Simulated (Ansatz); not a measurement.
**Co under pressure: fit and missing row**

Co, P6_3/mmc, a = 2.492 Å, c = 4.034 Å. Ansatz: PBE, PAW, 420 eV, Γ-centred 18×18×10 mesh on 2 atoms, Gaussian smearing 0.10 eV; collinear spin, largest moment 1.7 μB. Cell and atoms are relaxed at each pressure, and no other structure is tried, so the rows at high pressure may lie past a change of phase.

| V (Å³/atom) | P (GPa) |
| --- | --- |
| ? | 40.01 |
| 10.049 | 20.00 |
| 10.408 | 10.00 |
| 10.615 | 5.03 |
| 10.750 | 2.04 |
| 10.848 | 0.00 |
| 10.949 | -1.99 |

Problem. Take V0 = 10.848 Å³/atom, fit the third-order Birch–Murnaghan form to the other rows, and predict the missing volume.

Solution. With the Eulerian strain f = ½[(V0/V)^(2/3) − 1] and y = P/[3f(1 + 2f)^(5/2)], the form is the line y = B0 + 1.5 B0 (B0′ − 4) f. Rows (f, y): 0.02616, 224.3; 0.01399, 222.4; 0.00729, 221.8; 0.00303, 221.1; -0.00308, 218.7. Means f = 0.009478, y = 221.66; Σ(Δf)² = 0.0005027, ΣΔfΔy = 0.08786; the slope is their ratio. y = 220.0 + 174.8 f GPa, so B0 = 220.0 GPa and B0′ = 4 + 2 × (174.8)/(3 × 220.0) = 4.53. P = 40.01 GPa is met at f = 0.04675 (y = 228.17), so V = V0 (1 + 2f)^(−3/2) = 9.487 Å³/atom. The run gave 9.481 Å³/atom, so the fit is 0.006 Å³/atom too high, a small miss on the scale of the series. The form still works here, 91 % of the fitted range beyond its end.

The mesh isn't the same in all rows (18×18×10, 24×24×12).